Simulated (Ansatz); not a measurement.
Crystal: InAs.

```
CELL_PARAMETERS angstrom
0.00000 3.01800 3.01800
3.01800 0.00000 3.01800
3.01800 3.01800 0.00000
ATOMIC_POSITIONS crystal
In 0.00000 0.00000 0.00000
As 0.75000 0.75000 0.75000
```

Below is the output of Ansatz 0.2.0 for this cell. Logs are shortened: lines on timing, memory, paths and dates and some standing lists are left out, and cuts for length are marked.

```text
Warning: RAYON_NUM_THREADS=2 ignored (pool sized by the plan → 2); use --threads N
Engine: ansatz 0.2.0, x86_64-unknown-linux-gnu
Pseudopotentials: kind: paw
Pseudopotential: In, paw, valence charge 13, recommended cutoff 420 eV (normal), In.paw.azcp
Pseudopotential: As, paw, valence charge 15, recommended cutoff 420 eV (normal), As.paw.azcp
Functional definition: PBE
  parameter kappa = 0.804
  parameter beta = 0.06672455060314922
  exchange = pbe_x(kappa = kappa, mu = beta*pi^2/3)
  correlation = pbe_c(beta = beta)
Crystal: 2 atoms, lattice volume = 54.978 Å³
Basis set: ecut = 420 eV, 1067 PW (Γ), exchange–correlation on 60×60×60 points (8 copies of the dense FFT grid, shifted against one another)
Bands: 18, of which v1, the nominal top of the filled ones, is band 14 counted from 1 (13 counted from 0)
Symmetry: 24 space group operations
Space group: F-43m (ITA 216), of the structure as read, at distance tolerance 3.8e-5 Å
k-points: 29 of 512 (time reversal used)
Non-local potential: In, projectors of the file, l = 0: 2, l = 1: 2, l = 2: 2, l = 3: 2
Non-local potential: As, projectors of the file, l = 0: 2, l = 1: 2, l = 2: 3, l = 3: 1
PAW form: soft (Blöchl's): semilocal exchange-correlation on the pseudo side does not see the compensation charge
PAW one-centre angular grid: In, 590 points (default); XC on 64 Gauss nodes
PAW one-centre angular grid: As, 590 points (default); XC on 64 Gauss nodes
Initial density: superposition of atomic densities (neutral atoms: chi_scale 0, normalization atom), corrected by the library's trained network
Initial wavefunctions: pseudopotential atomic-orbital guess
Functional: x = pbe(κ = 0.804, μ = 0.2195149727645171), c = pbe(β = 0.06672455060314922)
SCF iter   1: F=—  HF=-10454.415930 eV  |F-HF|=—  |Δ(HF+E_count)|=         —  Δρ=2.35e-3  dr2=6.53e-3  ethr=1.77e-3  ⟨swp⟩=6.1  Hψ=2544  notcnv=0
preconditioner: auto → none  [insulator: Δε(μ)=0.941 eV  Ē_g=14.778 eV  σ=0.023 eV  W_gap=0.67  n_scr=14 (ndim 8)  ℏωp=21.2 eV  f_vac=0.106  D(μ)=0.26/eV (n_scr^D=0)  ε∞_Penn≈3.1]
SCF iter   2: F=—  HF=-10454.413114 eV  |F-HF|=—  |Δ(HF+E_count)|=   2.82e-3  Δρ=9.80e-4  dr2=5.39e-4  ethr=2.33e-5  ⟨swp⟩=2.1  Hψ=1135  notcnv=0
SCF iter   3: F=—  HF=-10454.413003 eV  |F-HF|=—  |Δ(HF+E_count)|=   1.11e-4  Δρ=2.84e-4  dr2=5.12e-5  ethr=1.92e-6  ⟨swp⟩=2.0  Hψ=784  notcnv=0
SCF iter   4: F=—  HF=-10454.413039 eV  |F-HF|=—  |Δ(HF+E_count)|=   3.63e-5  Δρ=1.03e-4  dr2=6.02e-6  ethr=1.83e-7  ⟨swp⟩=2.0  Hψ=638  notcnv=0
SCF iter   5: F=—  HF=-10454.413047 eV  |F-HF|=—  |Δ(HF+E_count)|=   8.26e-6  Δρ=3.12e-5  dr2=5.96e-7  ethr=2.15e-8  ⟨swp⟩=2.0  Hψ=929  notcnv=0
SCF iter   6: F=-10454.413047 eV  HF=-10454.413047 eV  |F-HF|=3.95e-9  |Δ(HF+E_count)|=   9.20e-8  Δρ=4.64e-6  dr2=9.21e-9  ethr=3.57e-10  ⟨swp⟩=9.5  Hψ=3879  notcnv=0
SCF 1 converged in 6 iterations: F = -10454.413047 eV  dr2 = 9.21e-9
  Residual-converged pass: ⟨swp⟩=1.0  Hψ=639  notcnv=0  max |occ|·‖R‖ = 7.1e-9 eV (tolerance 1.0e-8 eV)  dr2=9.21e-9  dr2_onsite=2.89e-8  max |Δocc| = 3.1e-10
  greatest PAW one-centre occupation: 0.999 electrons in one spin orbital (limit 2), on the As atom at site 1 (counted from 0), in its partial waves of l = 2
SCF converged after 6 iterations
Free energy (F): -10454.413047 eV
Harris-Foulkes:  -10454.413047 eV  (|F-HF|=3.95e-9)
Internal energy: -10454.412978 eV  (E = F + TS)
E sigma→0 (E₀):  -10454.413013 eV
Entropy (-TS):   -0.000069 eV (-0.035 meV/atom)
Fermi energy:    7.929064 eV
--- Per-component energies (eV) ---
  E_band       = -309.881789
  E_kinetic    = 347.392320
  E_local      = -3267.659859  (includes V_loc(G=0)·N_el)
  E_nonlocal   = -303.267014
  E_hartree    = 1582.485609
  E_xc         = -294.805807
  E_vxc        = -178.993057  (∫ρ·V_xc dr)
  E_paw        = -5990.758844  (= ΣΔE_a)
  E_vpaw       = -72.330281  (= ΣTr[D̂ρ^β])
  E_aug_tail   = 0.000035  (compensation charges beyond the density's cutoff)
  E_ewald      = -2527.799418
  E_smearing   = -0.000069  (= −TS)
  E_closure    = -0.000000  (closes the sum)
  Σ components = -10454.413047   (vs F -10454.413047, Δ=0.00e0)
--- Forces (eV/Å), atoms counted from 1 ---
  atom   1  In    -0.00000000    -0.00000000     0.00000000
  atom   2  As     0.00000000    -0.00000000    -0.00000000
  max |Σ_I F_I| component: 2.78e-16 eV/Å
--- Stress (GPa, compression-positive) ---
        4.292024       0.000000      -0.000000
        0.000000       4.292024       0.000000
       -0.000000       0.000000       4.292024
  P = ⅓ Tr σ = 4.2920 GPa (42.920 kbar)
--- Band table (eV; the first three rows and the last of 29) ---
  k-point 0: bands = ["-27.0528", "-27.0528", "-27.0528", "-27.0447", "-27.0447", "-6.4759", "-6.4759", "-6.4759", "-6.3479", "-6.3479", "-3.9771", "7.7517", "7.9221", "7.9221", "7.9221", "11.8424", "11.8424", "11.8424"]
  k-point 1: bands = ["-27.0528", "-27.0528", "-27.0528", "-27.0447", "-27.0447", "-6.4967", "-6.4699", "-6.4699", "-6.3480", "-6.3480", "-3.8140", "6.0425", "7.7286", "7.7286", "9.0419", "11.9983", "12.1243", "12.1243"]
  k-point 2: bands = ["-27.0528", "-27.0527", "-27.0527", "-27.0447", "-27.0447", "-6.5434", "-6.4570", "-6.4570", "-6.3467", "-6.3467", "-3.3673", "4.2190", "7.3476", "7.3476", "9.1850", "12.5596", "12.5596", "13.1050"]
  k-point 28: bands = ["-27.0528", "-27.0528", "-27.0523", "-27.0447", "-27.0444", "-6.6394", "-6.4244", "-6.4001", "-6.3636", "-6.3398", "-1.8933", "2.2131", "4.9524", "5.0343", "12.1613", "12.2211", "12.9436", "14.0176"]
```

Task: What input gives this log?

Result: Single point with PBE, no spin polarisation. The files as run (others can give the same):

input.yaml
```yaml
crystal:
  lattice:
    - [0.0, 3.018, 3.018]
    - [3.018, 0.0, 3.018]
    - [3.018, 3.018, 0.0]
  atoms:
    - { symbol: In, position: [0.0, 0.0, 0.0] }
    - { symbol: As, position: [0.75, 0.75, 0.75] }
hamiltonian:
  xc: pbe
  pseudopotentials: { kind: paw }
kpoints:
  mp_grid: { grid: [8, 8, 8] }
scf:
  occupations: { method: gaussian, width: 0.023 }
output:
  forces: true
  stress: true
  eigenvalues: true
  write_density: true
  write_potential: true
  elf: true
  volumetric_format: npy
```

Potentials or basis: Ansatz PAW.
Run with:
```bash
$ ansatz run input.yaml --threads 2 --pin off --max-ram 5632MiB --backend cpu --events-out ev --progress --plain --runs-dir out
```

Caveat: this crystal is a semiconductor, whose small gap the functional closes, so the metal is an error of the method.
